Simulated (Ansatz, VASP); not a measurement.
# Hf: VASP beside Ansatz

```
Hf
1.0
     1.55352   -4.35522    0.00000
     1.55352    4.35522    0.00000
     0.00000    0.00000    3.39632
Hf
2
Direct
  0.86700 0.13300 0.25000
  0.13300 0.86700 0.75000
```

Alike in both runs: task single point; functional PBE; k mesh 6 × 6 × 6; occupations gaussian, width 0.1 eV; no spin polarisation.

|  | VASP | Ansatz |
| --- | --- | --- |
| version | VASP 6.6.1 | Ansatz 0.2.0 |
| potentials or method | VASP PAW PBE potentials, release 64 (Hf_pv) | scalar-relativistic, plane waves, PAW |
| plane-wave cutoff (eV) | 520 | 420 |
| valence electrons in the cell | 20 | 52 |

Ansatz gave:

| Property | Result |
| --- | --- |
| gap on the k mesh at the Fermi level (eV) | none |
| pressure (GPa) | 2.5 |
| largest component of the traceless stress (GPa) | 8.26 |
| rms of the force components (eV/Å) | 0.653 |

Task: Which values does VASP return?

Result: gap on the k mesh at the Fermi level (eV): none; pressure (GPa): 2.1; largest component of the traceless stress (GPa): 8.27; rms of the force components (eV/Å): 0.655.

Atom by atom the forces differ by 0.001 eV/Å (rms over components). A gap of «none» marks a metal or a gap that the smearing closes. The two sets of potentials don't hold the same shells in valence.

Caveats: forces of over 1 eV/Å show positions far from the minimum, so gaps and moduli don't describe the material at rest. The runs have no spin-orbit coupling, so splittings on Hf are missing.
